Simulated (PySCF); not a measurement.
Ranking problems on computed properties.

Species are written as SMILES; each is one conformer at its optimised geometry, gas phase, non-relativistic unless stated; the electronic structure was computed with PySCF and density fitting.

The conformers computed, where there is a choice (atom-mapped SMILES and torsion angles):
- `[CH3:1][O:2][SiH2:3]/[CH:4]=[C:5](\[CH2:6][Cl:7])[SiH2:8][Cl:9]`: C1–O2–Si3–C4 -179°, O2–Si3–C4–C5 179°, C4–C5–C6–Cl7 100°, C4–C5–Si8–Cl9 115°
- `[CH3:1][CH2:2][CH2:3][Si@@H:4]([Cl:5])[CH2:6][C:7]#[N:8]`: C1–C2–C3–Si4 180°, C2–C3–Si4–Cl5 64°, C3–Si4–C6–C7 61°
- `[H]/[N:4]=[C:3](\[CH:2]=[CH2:1])[O:5][CH:6]([F:7])[F:8]`: C1–C2–C3–N4 0°, C2–C3–O5–C6 179°, C3–O5–C6–F7 -143°
- `[CH3:1][CH:2]([CH3:3])[O:4][Si@@H:5]1[O:6][SiH2:7][Si@@H:8]1[Cl:9]`: C1–C2–O4–Si5 -45°, C2–O4–Si5–O6 -176°
- `[CH3:1][S:2][CH2:3][CH2:4][CH2:5]/[CH:6]=[CH:7]\[O-:8]`: C1–S2–C3–C4 177°, S2–C3–C4–C5 -179°, C3–C4–C5–C6 59°, C4–C5–C6–C7 -96°
- `[CH2:1]=[C:2]([C:3]#[C:4][C:5](=[S:6])[NH:7][CH3:8])[CH:9]=[O:10]`: C4–C5–N7–C8 0°, C1–C2–C9–O10 180°

**Question.** Rank by HOMO–LUMO gap, highest first (PBE0/pcSseg-1 at GFN2-xTB geometries).
A. `CO[SiH2]/C=C(\CCl)[SiH2]Cl`
B. `C(=C\Cl)/Cl`
C. `CCC[Si@@H](Cl)CC#N`
D. `[H]/N=C(\C=C)OC(F)F`

**Answer.** C (8.85 eV), B (6.81 eV), A (6.65 eV), D (6.40 eV).

**Question.** Rank by smallest rotational constant, lowest first (GFN2-xTB).
A. `CC(C)O[Si@@H]1O[SiH2][Si@@H]1Cl`
B. `CO[SiH2]/C=C(\CCl)[SiH2]Cl`
C. `CSCCC/C=C\[O-]`
D. `Cl/C=C/Cl`
E. `CCC[Si@@H](Cl)CC#N`

**Answer.** B (0.311 GHz), A (0.461 GHz), E (0.584 GHz), C (0.699 GHz), D (1.514 GHz).

**Question.** Rank by HOMO energy, highest first (PBE0/pcSseg-1 at GFN2-xTB geometries).
A. `N#CCC#C[C@@H]1CC[S@@]1=O`
B. `CO[SiH2]/C=C(\CCl)[SiH2]Cl`
C. `CC(C)O[Si@@H]1O[SiH2][Si@@H]1Cl`
D. `Cl/C=C/Cl`

**Answer.** A (-6.81 eV), C (-7.33 eV), D (-7.44 eV), B (-8.05 eV).

**Question.** Rank by dipole moment, highest first (PBE0/pcSseg-1 at GFN2-xTB geometries).
A. `N#CCC#C[C@@H]1CC[S@@]1=O`
B. `CC(C)O[Si@@H]1O[SiH2][Si@@H]1Cl`
C. `C=C(C#CC(=S)NC)C=O`
D. `O(C)[SiH2]/C=C(\CCl)[SiH2]Cl`
E. `[H]/N=C(\C=C)OC(F)F`

**Answer.** E (4.14 D), A (3.61 D), C (3.05 D), D (2.62 D), B (1.59 D).

**Question.** By how much do the two ends of that ranking differ?

**Answer.** By 2.55 D, between `[H]/N=C(\C=C)OC(F)F` and `CC(C)O[Si@@H]1O[SiH2][Si@@H]1Cl`.
